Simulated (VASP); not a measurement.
Crystal: CdO (Monteponite).

```xyz
2
Lattice="0.0000 2.3495 2.3495 2.3495 0.0000 2.3495 2.3495 2.3495 0.0000" Properties=species:S:1:pos:R:3 pbc="T T T"
Cd    0.0000    0.0000    0.0000
O     2.3495    2.3495    2.3495
```

| Property | Result |
| --- | --- |
| Program | VASP 6.6.1 |
| Task | relaxation of cell and atoms |
| Functional | PBE |
| Potentials or basis | VASP PAW PBE potentials, release 54 (Cd, O) |
| Cutoff | 600 eV |
| k mesh | 10 × 10 × 10 |
| Occupations | fermi-dirac, width 0.05 eV |
| Spin | no spin polarisation |

At the start: pressure 7.4 GPa; volume 12.97 Å³/atom.

**Question.** Where does the relaxation end?

**Answer.** Over 3 steps the energy falls by 15.0 meV/atom and the volume is 13.66 Å³/atom (+5.3 %); space group Fm-3m (No. 225, to 0.05 Å).

The path:
| step | energy change (eV) | largest force (eV/Å) | pressure (GPa) | volume (Å³) |
| --- | --- | --- | --- | --- |
| 1 | 0.0000 | 0.0000 | 7.37 | 25.94 |
| 2 | -0.0186 | 0.0000 | -3.84 | 28.24 |
| 3 | -0.0301 | 0.0000 | 0.00 | 27.32 |

Final structure:
```
Cd O
1.0
     0.00000    2.39041    2.39041
     2.39041    0.00000    2.39041
     2.39041    2.39041    0.00000
Cd O
1 1
Direct
  0.00000 0.00000 0.00000
  0.50000 0.50000 0.50000
```
